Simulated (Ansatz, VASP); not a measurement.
# One calculation of HfN, two programs

```
Hf N
1.0
     0.00000    2.25110    2.25110
     2.25110    0.00000    2.25110
     2.25110    2.25110    0.00000
Hf N
1 1
Direct
  0.00000 0.00000 0.00000
  0.50000 0.50000 0.50000
```

Alike in both runs: functional PBEsol; k mesh 10 × 10 × 10; occupations fermi-dirac, width 0.1 eV; no spin polarisation.

Ansatz relaxed the structure, and its values are those at the end. VASP's run is a single point on that final structure, the one shown.

|  | VASP | Ansatz |
| --- | --- | --- |
| version | VASP 6.6.1 | Ansatz 0.2.0 |
| potentials or method | VASP PAW PBE potentials, release 64 (Hf_pv, N) | plane waves, PAW |
| plane-wave cutoff (eV) | 520 | 420 |
| valence electrons in the cell | 15 | 31 |

Ansatz gave:

- pressure (GPa): 0.0

Estimate VASP's values.

pressure (GPa): -2.2.

With one functional, cell and mesh, what is left measures potentials, basis and numerics. The two sets of potentials don't hold the same shells in valence.

Caveats: the PAW data sets were made with another functional, which shifts forces and pressure a little (VASP). The runs have no spin-orbit coupling, so splittings on Hf are missing.
